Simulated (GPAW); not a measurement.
Runs of GPAW 26.7.0 on ZnS. The structure is cubic, space group F-43m (No. 216). Conventional cell: a = 5.510 Å, b = 5.510 Å, c = 5.510 Å, α = 90.00°, β = 90.00°, γ = 90.00°. Around Zn (site symmetry -43m) lie 4 S at 2.39 Å. Around S (site symmetry -43m) lie 4 Zn at 2.39 Å. 

| task | level | potentials or basis | cell | k mesh | cutoff (eV) | smearing | response ecut | maxiter | response k mesh | response bands | kernels | gap on the mesh (eV) | pressure (GPa) |
| --- | --- | --- | --- | --- | --- | --- | --- | --- | --- | --- | --- | --- | --- |
| dielectric tensor | PBE | GPAW PAW data sets (gpaw-data 1.2.1), pw | F-43m, 20.91 Å³/atom | 7 × 7 × 7 | 450 | fermi-dirac 0.001 eV | 80 eV | 150 | 21 × 21 × 21 | 29 | ["RPA"] | (b) | - |
| single point | PBEsol | PAW data sets generated in the run's folder for this functional, pw | F-43m, 19.73 Å³/atom | 9 × 9 × 9 | 600 | fermi-dirac 0.05 eV | - | 150 | - | - | - | 1.97 | -2.0 |
| relaxation of cell and atoms | PBEsol | PAW data sets generated in the run's folder for this functional, pw | relaxed to 20 GPa | 9 × 9 × 9 | 600 | fermi-dirac 0.05 eV | - | 150 | - | - | - | 2.78 | 20.0 |
| single point | PBEsol | PAW data sets generated in the run's folder for this functional, pw | atoms moved at random, drawn with an rms of 0.05 Å | 9 × 9 × 9 | 600 | fermi-dirac 0.05 eV | - | 150 | - | - | - | 1.93 | -1.9 |
| single point | PBE | GPAW PAW data sets (gpaw-data 1.2.1), pw | F-43m, 19.73 Å³/atom | 7 × 7 × 7 | 450 | fermi-dirac 0.05 eV | - | 120 | - | - | - | 2.11 | (a) |

Alike in all rows: no spin polarisation.

Problem. Fill in the values left out.

Solution. (a) 1.2; (b) 1.86.

Caveats: an odd mesh through Γ misses points on the zone boundary, where band edges often lie (some runs); the long-wavelength limit can be off by several per cent where d states take part (some runs); later steps reuse the first step's grids (some runs); the volume moved by over 15 % at a fixed basis, so the end points are rough (some runs); the cutoff is short for stress and forces, so pressures can be off by a GPa or more (some runs).
